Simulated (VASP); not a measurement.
Write the native input for VASP 6.6.1 that does the following.

| Property | Result |
| --- | --- |
| Task | relaxation of cell and atoms |
| Functional | BLYP |
| Potentials or basis | VASP PAW PBE potentials, release 64 (Ga_d, N) |
| Cutoff | 600 eV |
| k mesh | 10 × 10 × 5 |
| Occupations | fermi-dirac, width 0.05 eV |
| Spin | no spin polarisation |
| Further INCAR settings | ALGO = Normal; EDIFF = 1e-06; IBRION = 2; EDIFFG = -0.01; NSW = 60; ISIF = 3 |

The structure of GaN lies in POSCAR:

```
GaN
1.0
    3.1800000000      0.0000000000      0.0000000000
   -1.5900000000      2.7539607840      0.0000000000
    0.0000000000      0.0000000000      5.1660000000
Ga N
2 2
Direct
    0.6666666667      0.3333333333      0.5000000000
    0.3333333333      0.6666666667      0.0000000000
    0.6666666667      0.3333333333      0.8750000000
    0.3333333333      0.6666666667      0.3750000000
```

The input as run:

INCAR

```
SYSTEM = GaN
  PREC = Accurate
  ENCUT = 600
  EDIFF = 1E-6
  ISMEAR = -1
  SIGMA = 0.05
  LREAL = .False.
  LASPH = .True.
  NELM = 80
  ALGO = Normal
  ISIF = 3
  LWAVE = .False.
  LCHARG = .False.
  GGA = B5
  ALDAX = 1.0
  AGGAX = 1.0
  AGGAC = 1.0
  ALDAC = 0.0
  IBRION = 2
  NSW = 60
  EDIFFG = -0.01
```

KPOINTS

```
Automatic mesh
0
Gamma
  10 10 5
  0 0 0
```

Potentials or basis: VASP PAW PBE potentials, release 64 (Ga_d, N).

Run with:

```console
$ cat potpaw_PBE.64/Ga_d/POTCAR potpaw_PBE.64/N/POTCAR > POTCAR
$ mpirun -np 1 vasp_std > vasp.out
```

Results of the run:

```yaml
Relaxed_volume: 12.21 Å³/atom
Relaxed_cell: a = 3.258 Å, b = 3.258 Å, c = 5.314 Å, α = 90.00°, β = 90.00°, γ = 120.00°
Space_group_after_relaxing_to_0.05_Å: P6_3mc (No. 186)
Energy_gained_by_relaxing: 38.3 meV/atom
Ionic_steps: 5
Pressure_after_relaxing: 0.1 GPa
Largest_force_after_relaxing: 0.004 eV/Å
Band_gap_on_the_k_mesh: 1.53 eV, direct
```

Caveat: the PAW data sets were made with another functional, which shifts forces and pressure a little.

It took 3 min on 1 thread of AMD EPYC 9R45 (Zen 5), with other jobs on the host, peak memory 0.18 GiB.
